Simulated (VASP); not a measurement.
# CoPtO2: single point with PBE

Crystal: CoPtO2.

```
CELL_PARAMETERS angstrom
1.41227 0.81537 5.93939
-1.41227 0.81537 5.93939
0.00000 -1.63075 5.93939
ATOMIC_POSITIONS crystal
Pt 0.00000 0.00000 0.00000
Co 0.50000 0.50000 0.50000
O 0.11224 0.11224 0.11224
O 0.88776 0.88776 0.88776
```

The cell is a database's computed one.

```
Program                : VASP 6.6.1
Task                   : single point
Functional             : PBE
Potentials or basis    : VASP PAW PBE potentials, release 64 (Pt, Co, O)
Cutoff                 : 520 eV
k mesh                 : 11 × 11 × 11
Occupations            : gaussian, width 0.012 eV
Spin                   : collinear spin, ferromagnetic start
Starting moments       : [0.0, 2.0, 0.0, 0.0] μB
Further INCAR settings : ALGO = Normal; EDIFF = 1e-06
```

The pressure is 6.0 GPa. The largest force is 0.121 eV/Å. The band gap on the k mesh is none (metal or under the smearing width) and the net moment is 0.00 μB per cell. The valence electrons inside the program's atomic spheres are Pt 9.24; Co 8.46; O 5.01.

Forces in eV/Å, atoms in the order of the input:
```
Pt   0.000  0.000  0.000
Co   0.000  0.000  0.000
O    0.000  0.000 -0.121
O    0.000  0.000  0.121
```

Stress tensor (GPa, compression positive):
```
6.31 0.00 0.00
0.00 6.31 0.00
0.00 0.00 5.23
```

Levels at points of the mesh, in eV from the Fermi level:
Spin up:
| k point | band 12 | band 13 | band 14 | band 15 | band 16 | band 17 | band 18 | band 19 | band 20 |
| --- | --- | --- | --- | --- | --- | --- | --- | --- | --- |
| (0.00, 0.00, 0.00) | -1.99 | -1.99 | -1.63 | -1.63 | -1.58 | 1.82 | 1.82 | 2.75 | 5.53 |
Spin down:
```csv
k point,band 12,band 13,band 14,band 15,band 16,band 17,band 18,band 19,band 20
"(0.00, 0.00, 0.00)",-1.99,-1.99,-1.63,-1.63,-1.58,1.82,1.82,2.75,5.53
```

Wall time 15 min on 1 thread of AMD EPYC 9R14 (Zen 4), on a shared host, peak memory 0.52 GiB.

Caveat: the starting moments collapsed, and a magnetic state may lie lower; semilocal functionals often make such compounds metallic where correlation or magnetic order opens a gap, which also shifts bond lengths. With open d or f shells a metallic result of PBE can be an artefact of self-interaction; +U or a hybrid may open a gap.
